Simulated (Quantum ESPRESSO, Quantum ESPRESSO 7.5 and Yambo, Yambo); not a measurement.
## BN (Qingsongite): G0W0 on several meshes in Yambo

Wanted: mesh dependence and cost of G0W0 for BN (Qingsongite).

Calculated with Quantum ESPRESSO 7.5 and Yambo 5.3.0; PBE and many-body steps on it, plane waves.

**1. Set-up**

The structure is cubic, space group F-43m (No. 216). Conventional cell: a = 3.615 Å, b = 3.615 Å, c = 3.615 Å, α = 90.00°, β = 90.00°, γ = 90.00°. Nearest to B lie 4 N at 1.57 Å. N has 4 B at 1.57 Å nearest. Farther neighbours and most contacts between anions are not listed.

The cell and positions come from the Crystallography Open Database and are kept as given unless a step says otherwise.

**2. Empty states on the mesh, 10×10×10 mesh, 143 bands**

This step: Quantum ESPRESSO 7.5; DFT, PBE, plane waves, norm-conserving pseudopotentials.

The sums over transitions need many empty states on a uniform mesh; this step solves for them.

pw.in reads:

```
&control
  calculation = 'nscf'
  prefix = 'x'
  outdir = 'o'
  pseudo_dir = 'pseudo'
/
&system
  ibrav = 0
  nat = 2
  ntyp = 2
  ecutwfc = 72.0
  nbnd = 143
  force_symmorphic = .true.
/
&electrons
  conv_thr = 1e-9
  electron_maxstep = 80
  diago_full_acc = .true.
  diago_thr_init = 5e-6
/
ATOMIC_SPECIES
  B 10.81 B.upf
  N 14.007 N.upf
CELL_PARAMETERS angstrom
  -0.0000000000 1.8075000000 1.8075000000
  1.8075000000 0.0000000000 1.8075000000
  1.8075000000 1.8075000000 -0.0000000000
ATOMIC_POSITIONS crystal
  B 0.0000000000 0.0000000000 0.0000000000
  N 0.2500000000 0.2500000000 0.2500000000
K_POINTS automatic
  10 10 10 0 0 0
```

Run with:

```
$ OMP_NUM_THREADS=1 mpirun -n 8 pw.x -nk 4 -in pw.in > pw.out
```

The log of the run:

```text
Program PWSCF v.7.5 starts

     This program is part of the open-source Quantum ESPRESSO suite
     for quantum simulation of materials; please cite
         "P. Giannozzi et al., J. Phys.:Condens. Matter 21 395502 (2009);
         "P. Giannozzi et al., J. Phys.:Condens. Matter 29 465901 (2017);
         "P. Giannozzi et al., J. Chem. Phys. 152 154105 (2020);
     in publications or presentations arising from this work. More details at

     Atomic positions and unit cell read from directory:
     o/x.save/

     Message from routine setup:
[...]
194.9141 195.4263 195.4263 197.7941 198.1078 198.6495 198.6495 200.3380
     [... 6 further rows ...]
   269.3325 269.3325 270.4985 274.0674 275.5195 275.5195 280.6660 281.1215
   281.1215 282.1629 282.1629 282.5070 286.6833 286.6833 287.6233

          k = 0.2121 0.2121-0.2121 (   827 PWs)   bands (ev):

     [... further k-points ...]

     highest occupied, lowest unoccupied level (ev):    11.1555   15.6904

     XML data file, pseudopotentials, collected wavefunctions

=------------------------------------------------------------------------------=
   JOB DONE.
=------------------------------------------------------------------------------=
```

The job ended after 12 s (8 MPI ranks of Arm Neoverse V1, shared host; peak memory 0.39 GiB; 94 s of CPU time).

This step gave:

- gap: 4.535 eV
- k of the valence top: 0, 0, 0
- k of the conduction bottom: 0, -0.5, -0.5
- least direct gap: 8.878 eV
- k points computed: 47
- lowest point of the top converged band, above the valence top: 273.9612 eV

On this mesh the gap is 4.535 eV.

The density comes from a self-consistent run that is not shown.

**3. Conversion and set-up**

This step: Yambo 5.3.0; conversion and set-up on PBE, plane waves, norm-conserving pseudopotentials.

The states are converted to the many-body program's format and the q mesh is built.

Run with:

```
$ (cd o/x.save; p2y > p2y.log; mv SAVE ../..); yambo > setup.log
```

The log of the run:

```text
 Yambo, version 5.3.0

 [02] CORE Variables Setup
 =========================

  [02.01] Unit cells
  ==================

  Cell kind             :  FCC
  Atoms in the cell     :  B  N
  number of B  atoms    :  1
  number of N  atoms    :  1

  List of atomic masses
  Mass of B     :  10.81000
  Mass of N     :  14.00700

  List of atomic coordinates    : [cc]
  B1       :  0.000000  0.000000  0.000000  order 1
  N1       :  1.707840  1.707840  1.707840  order 2

  Alat factors          :  3.415680  3.415680  3.415680 [a.u.]
  Direct lattice volume :  79.70059 [a.u.]
[...]
Q [ 1]         [rlu]:  0.000000  0.000000  0.000000
 Q [ 2]         [rlu]: -0.95704E-17 -0.95704E-17  0.10000
 Q [ 3]         [rlu]: -0.16719E-16 -0.16719E-16  0.20000
[...]
Q [ 8]         [rlu]: -0.10781E-16  0.10000      0.20000
 Q [ 9]         [rlu]: -0.16307E-17  0.10000      0.30000
 Q [10]         [rlu]:  0.86048E-18  0.10000      0.40000
     [... 35 further rows ...]
 Q [46]         [rlu]:  0.200000  0.400000 -0.300000
 Q [47]         [rlu]:  0.200000 -0.500000 -0.300000

  [03.01] X indexes
  =================

   [03.01.01] Sigma indexes
   ========================

 [06] Game Over & Game summary
```

The job ended after 2.3 s (1 MPI rank; peak memory 0.24 GiB).

**4. 10×10×10**

Now the one-shot GW correction: screening in the RPA, then the self-energy of the levels asked for.

This step: G0W0 on PBE, plane waves, norm-conserving pseudopotentials.

gw2.in reads:

```
HF_and_locXC
gw0
dyson
ppa
em1d
rim_cut
RandQpts= 1000000
RandGvec= 1 RL
EXXRLvcs= 72 Ry
VXCRLvcs= 288 Ry
Chimod= "HARTREE"
% BndsRnXp
 1 | 60 |
%
NGsBlkXp= 17 Ry
% LongDrXp
 1 | 1 | 1 |
%
% GbndRnge
 1 | 60 |
%
DysSolver= "n"
ExtendOut
PPAPntXp= 27.21138 eV
% QPkrange
 1 | 1 | 3 | 6 |
 31 | 31 | 3 | 6 |
%
```

Run with:

```
$ OMP_NUM_THREADS=1 mpirun -n 8 yambo -F gw2.in -J gw2 -C gw2 > gw2.log
```

The log of the run:

```text
 Yambo, version 5.3.0

 [02] CORE Variables Setup
 =========================

  [... cell, symmetries and grids as in the set-up ...]

  [02.05] Energies & Occupations
  ==============================

  [X] === General ===
  [X] Electronic Temperature                        :  0.000000  0.000000 [eV K]
  [X] Bosonic    Temperature                        :  0.000000  0.000000 [eV K]
  [X] Finite Temperature mode                       : no
  [X] El. density                                   :  0.67737E+24 [cm-3]
  [X] Fermi Level                                   :  11.15554 [eV]

  [X] === Gaps and Widths ===
  [X] Conduction Band Min                           :  4.534824 [eV]
  [X] Valence Band Max                              :  0.000000 [eV]
  [X] Filled Bands                                  :   4
  [X] Empty Bands                                   :    5  143
  [X] Direct Gap                                    :  8.878136 [eV]
  [X] Direct Gap localized at k                     :  1
  [X] Indirect Gap                                  :  4.534824 [eV]
  [X] Indirect Gap between kpts                     :   1  31
  [X] Last valence band width                       :  6.366837 [eV]
  [X] 1st conduction band width                     :  6.090625 [eV]

 [03] Transferred momenta grid and indexing
 ==========================================

 IBZ Q-points                                      :   47
 BZ  Q-points                                      :  1000

 K/Q-points units:
 rlu = crystal or reduced units; cc = cartesian coordinates; iku = interal k-units

 Q [ 1]         [rlu]:  0.000000  0.000000  0.000000
 Q [ 2]         [rlu]: -0.95704E-17 -0.95704E-17  0.10000
 Q [ 3]         [rlu]: -0.16719E-16 -0.16719E-16  0.20000
 Q [ 4]         [rlu]:  0.86048E-18  0.86048E-18  0.30000
 Q [ 5]         [rlu]: -0.43125E-16 -0.43125E-16  0.40000
 Q [ 6]         [rlu]: -0.10686E-16 -0.10686E-16 -0.50000
 Q [ 7]         [rlu]: -0.86639E-17  0.10000      0.10000
 Q [ 8]         [rlu]: -0.10781E-16  0.10000      0.20000
 Q [ 9]         [rlu]: -0.16307E-17  0.10000      0.30000
 Q [10]         [rlu]:  0.86048E-18  0.10000      0.40000
     [... 35 further rows ...]
 Q [46]         [rlu]:  0.200000  0.400000 -0.300000
 Q [47]         [rlu]:  0.200000 -0.500000 -0.300000

 [04] Coloumb potential Random Integration (RIM)
 ===============================================

  [04.01] RIM initialization
  ==========================

  * Diagonal components only detected *

  8 x (sBL volume)        :  0.024898 [a.u.]
  sBZ random points       :  1000000
  Points outside the sBZ  :   7999624
  RL volume               :  3.112276 [a.u.]
  Integrated volume       :  3.112422 [a.u.]

  [04.02] RIM integrals
  =====================

  Gamma point sphere radius             :  0.052967 [a.u.]
  Points outside the sphere             :   799635
  [Int_sBZ(q=0) 1/q^2]*(Vol_sBZ)^(-1/3) =:  7.763403
                                 should be <:  7.795600

  Summary of Coulomb integrals for non-metallic bands |Q|[au] RIM/Bare

  Q [1] 0.100000E-4 0.995870 * Q [2] 0.159306 1.065375
  Q [7] 0.183951 1.063621 * Q [15] 0.260146 1.025346
  Q [8] 0.305049 1.019240 * Q [3] 0.318613 1.016906
  Q [16] 0.367902 1.013309 * Q [14] 0.400912 1.010248
  Q [32] 0.411327 1.010321 * Q [9] 0.450587 1.008591
  Q [17] 0.477919 1.007725 * Q [4] 0.477919 1.007625
[...]
Q [26] 0.915146 1.001909 * Q [31] 0.919756 1.002012
  Q [43] 0.919756 1.001892 * Q [44] 0.937971 1.001952
  Q [46] 0.951403 1.001765 * Q [30] 0.955839 1.001956
  Q [47] 0.990608 1.001767

 [WARNING] [Xp] User bands 1-60 break level degeneracy

 [05] Dipoles
 ============

  [05.01] Setup: observables and procedures
  =========================================

 [06] Dynamic Dielectric Matrix (PPA)
 ====================================

 [SLK-Inversion]  Pools        :  2
 [SLK-Inversion]  BLACS grid   :  2  2

 [WR./gw2//ndb.pp]---------------------------------------------------------------
  Brillouin Zone Q/K grids (IBZ/BZ)                :    47  1000    47  1000
  RL vectors                                       :  1211 [WF]
  Coulomb cutoff potential                         : none
  Electronic Temperature                           :  0.000000 [K]
  Bosonic    Temperature                           :  0.000000 [K]
  PPA    diel. fun.  energies                      : Perdew, Burke & Ernzerhof(X)+Perdew, Burke & Ernzerhof(C)
  wavefunctions                                    : Perdew, Burke & Ernzerhof(X)+Perdew, Burke & Ernzerhof(C)
  Global Gauge                                     : length
  X matrix size                                    :  137
  X band range                                     :    1   60
  X e/h energy range                               : -1.000000 -1.000000 [eV]
  X Time ordering                                  : R
  X Hxc Kernel                                     : HARTREE
  X Drude frequency                                :  0.000000  0.000000
  X poles                                          :  100.0000 [o/o]
  RL vectors in the sum                            :  1211
  [r,Vnl] included                                 : yes
  Field direction                                  :  0.577350E-5  0.577350E-5  0.577350E-5
  BZ energy Double Grid                            : no
  BZ energy DbGd points                            : 0
  BZ Q point size factor                           : -1.000000
  X Optical Averaged directions                    : none

 [07] Local Exchange-Correlation + Non-Local Fock
 ================================================

 [VXC] Plane waves :   6615
 [EXS] Plane waves :   893

 QP @ state[ 1 ] K range:  1  1
 QP @ state[ 1 ] b range:   3   6
 QP @ state[ 2 ] K range:  31  31
 QP @ state[ 2 ] b range:   3   6

 [xc] Functional : Perdew, Burke & Ernzerhof(X)+Perdew, Burke & Ernzerhof(C)
 [xc] LIBXC used to calculate xc functional
  PP Number of Atomic Species                      :  2
  NLCC RL compoments                               :   6615
  PP Number of Atomic Species                      :  2
  NLCC RL compoments                               :   6615

 [xc] E_xc :  -3.728768 [Ha]
      E_xc :  -7.457535 [Ry]

  Local XC kind (lXC) : Perdew, Burke & Ernzerhof(X)+Perdew, Burke & Ernzerhof(C)
  Non-Local XC kind (nlXC) : Hartree-Fock

  Corrections @ K [1] :  [eV]
 <3|nlXC|3> = -22.02077 -0.85936E-17 <3|lXC|3> = -18.51941 -0.75527E-15
 <4|nlXC|4> = -22.02078 -0.33345E-17 <4|lXC|4> = -18.51941  0.000000
 <5|nlXC|5> = -7.184726 -0.73215E-18 <5|lXC|5> = -13.77832 -0.18882E-15
 <6|nlXC|6> = -7.184727 -0.52443E-18 <6|lXC|6> = -13.77832  0.23602E-16

  Corrections @ K [31] :  [eV]
 <3|nlXC|3> = -21.61696 -0.90501E-18 <3|lXC|3> = -16.49611 -0.10031E-15
 <4|nlXC|4> = -21.61696  0.16424E-16 <4|lXC|4> = -16.49611 -0.10621E-15
 <5|nlXC|5> = -7.430741 -0.29971E-18 <5|lXC|5> = -12.57005  0.23602E-16
 <6|nlXC|6> = -6.801006 -0.27387E-18 <6|lXC|6> = -12.69606  0.28323E-15

 [08] Dyson equation: Newton solver
 ==================================

  [08.01] G0W0 (W PPA)
  ====================

  [  GW  ] Bands range     :    1   60
  [GW/PPA] G damping       :  0.100000 [eV]

  QP @ state[ 1 ] K range:  1  1
  QP @ state[ 1 ] b range:   3   6
  QP @ state[ 2 ] K range:  31  31
  QP @ state[ 2 ] b range:   3   6

   Sc/G bands                                       :    1   60
   Sc/G damping                                     :  0.100000 ev
   Sc bands terminator                              : no
   Sx RL components                                 :   893

   QP @ state[ 1 ] K range                          :  1  1
   QP @ state[ 1 ] b range                          :   3   6
   QP @ state[ 2 ] K range                          :  31  31
   QP @ state[ 2 ] b range                          :   3   6
   GF energies kind                                 : Perdew, Burke & Ernzerhof(X)+Perdew, Burke & Ernzerhof(C)
   GF WF`s kind                                     : Perdew, Burke & Ernzerhof(X)+Perdew, Burke & Ernzerhof(C)
   Xs energies kind                                 : Perdew, Burke & Ernzerhof(X)+Perdew, Burke & Ernzerhof(C)
   Xs WF`s kind                                     : Perdew, Burke & Ernzerhof(X)+Perdew, Burke & Ernzerhof(C)

 [11] Game Over & Game summary
```

Run time: 2.9 min. Hardware: 8 MPI ranks; peak memory 2.6 GiB; 23 min of CPU time.

Numbers from this step:

```
G0W0 gap on the points computed              : 5.993 eV
starting gap on the mesh                     : 4.535 eV
k of the valence top                         : 0, 0, 0
k of the conduction bottom                   : 0, -0.5, -0.5
least direct G0W0 gap on the computed points : 10.92 eV
Z at the valence top                         : 0.8268
Z at the conduction bottom                   : 0.8537
```

The gap on the mesh goes from 4.53 eV to 5.99 eV, a correction of +1.46 eV.

**5. Empty states on the mesh, 6×6×6 mesh, 60 bands**

This step: Quantum ESPRESSO 7.5; DFT, PBE, plane waves, norm-conserving pseudopotentials.

Edit pw.in of step 2 so:

```diff
@@ -11,3 +11,3 @@
   ecutwfc = 72.0
-  nbnd = 143
+  nbnd = 60
   force_symmorphic = .true.
@@ -31,2 +31,2 @@
 K_POINTS automatic
-  10 10 10 0 0 0
+  6 6 6 0 0 0
```

Run with:

```
$ OMP_NUM_THREADS=1 mpirun -n 8 pw.x -nk 4 -in pw.in > pw.out
```

The log of the run:

```text
[banner, memory and clock lines left out]
Program PWSCF v.7.5 starts

     Atomic positions and unit cell read from directory:
     o/x.save/

     Message from routine setup:
     using ibrav=0 with symmetry is DISCOURAGED, use correct ibrav instead

     bravais-lattice index     =            0
     lattice parameter (alat)  =       4.8305  a.u.
     unit-cell volume          =      79.7006 (a.u.)^3
     number of atoms/cell      =            2
     number of atomic types    =            2
     number of electrons       =         8.00
[...]
131.5699 135.5200 147.8067 166.1365

          k = 0.1179 0.1179-0.1179 (   830 PWs)   bands (ev):

[...]
140.6989 144.3738 153.5813 157.2481

          k = 0.2357 0.2357-0.2357 (   823 PWs)   bands (ev):

[...]
116.8121 117.1977 120.8382 128.5228 128.5228 128.6860 134.4981 134.4981
   135.8030 143.1878 143.1878 144.1308 146.0413 146.0413 147.8717 152.1064
   152.1064 152.1729 153.2094 155.6621

          k =-0.3536-0.3536 0.3536 (   832 PWs)   bands (ev):

     [... further k-points ...]

     highest occupied, lowest unoccupied level (ev):    11.1555   15.6904

     XML data file, pseudopotentials, collected wavefunctions
```

Elapsed: 1.7 s, on 8 MPI ranks; peak memory 0.05 GiB.

This step gave:

| Item | Value |
| --- | --- |
| gap | 4.535 eV |
| k of the valence top | 0, 0, 0 |
| k of the conduction bottom | 0, -0.5, -0.5 |
| least direct gap | 8.878 eV |
| k points computed | 16 |
| lowest point of the top converged band, above the valence top | 140.2523 eV |

On this mesh the gap is 4.535 eV.

**6. Conversion and set-up**

This step: Yambo 5.3.0; conversion and set-up on PBE, plane waves, norm-conserving pseudopotentials.

Run with:

```
$ (cd o/x.save; p2y > p2y.log; mv SAVE ../..); yambo > setup.log
```

The log of the run:

```text
 Yambo, version 5.3.0

 [02] CORE Variables Setup
 =========================

  [02.01] Unit cells
  ==================

  Cell kind             :  FCC
  Atoms in the cell     :  B  N
  number of B  atoms    :  1
  number of N  atoms    :  1

  List of atomic masses
  Mass of B     :  10.81000
  Mass of N     :  14.00700

  List of atomic coordinates    : [cc]
  B1       :  0.000000  0.000000  0.000000  order 1
  N1       :  1.707840  1.707840  1.707840  order 2

  Alat factors          :  3.415680  3.415680  3.415680 [a.u.]
  Direct lattice volume :  79.70059 [a.u.]
[...]
Q [ 1]         [rlu]:  0.000000  0.000000  0.000000
 Q [ 2]         [rlu]:  0.14683E-18  0.14683E-18  0.16667
 Q [ 3]         [rlu]: -0.21279E-17 -0.21279E-17  0.33333
[...]
Q [ 8]         [rlu]:  0.44825E-16  0.16667     -0.33333
 Q [ 9]         [rlu]:  0.21279E-17  0.16667     -0.16667
 Q [10]         [rlu]: -0.33909E-16  0.33333      0.33333
     [... 4 further rows ...]
 Q [15]         [rlu]:  0.166667  0.333333 -0.333333
 Q [16]         [rlu]:  0.166667 -0.500000 -0.333333

  [03.01] X indexes
  =================

   [03.01.01] Sigma indexes
   ========================

 [06] Game Over & Game summary
```

It took 1.9 s on 1 MPI rank; peak memory 0.23 GiB.

(Continued in part 2 of 2.)

[Paths, hosts, dates, memory and timing lines, banners, echoed tables and standing remarks are left out of the program output.]

[Logs are printed without paths, hosts, clocks, repeated set-up lines and the standing remarks that a program may print on its own settings, such as how far it seeks lower states.]

[Runs of the session that timed out or met a known fault of the program may be left out.]

[Hosts, paths, dates, database ids (printed as entryN), source tags and the programs' standing remarks are cut or masked in the printed files.]
